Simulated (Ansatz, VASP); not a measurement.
## Two plane-wave programs on Ti4Al

```
Ti Al
1.0
    -2.94449    2.94449    2.94449
     2.94449   -2.94449    2.94449
     2.94449    2.94449   -2.94449
Ti Al
4 1
Direct
  0.00000 0.00000 0.50000
  0.00000 0.50000 0.00000
  0.50000 0.00000 0.00000
  0.50000 0.50000 0.50000
  0.00000 0.00000 0.00000
```

Change from the starting cell: species swapped into the MnGa4 type (Im-3m, No. 229).

Alike in both runs: functional PBE; k mesh 10 × 10 × 10; occupations gaussian, width 0.1 eV; no spin polarisation.

Ansatz relaxed the structure, and its values are those at the end. VASP's run is a single point on that final structure, the one shown.

|  | VASP | Ansatz |
| --- | --- | --- |
| version | VASP 6.6.1 | Ansatz 0.2.0 |
| potentials or method | VASP PAW PBE potentials, release 64 (Ti_sv, Al) | scalar-relativistic, plane waves, PAW |
| plane-wave cutoff (eV) | 520 | 420 |
| valence electrons in the cell | 51 | 51 |

```tsv
	VASP	Ansatz	Ansatz less VASP
gap on the k mesh at the Fermi level (eV)	none	none	-
pressure (GPa)	-0.1	0.0	+0.06
```

A gap of «none» marks a metal or a gap that the smearing closes.
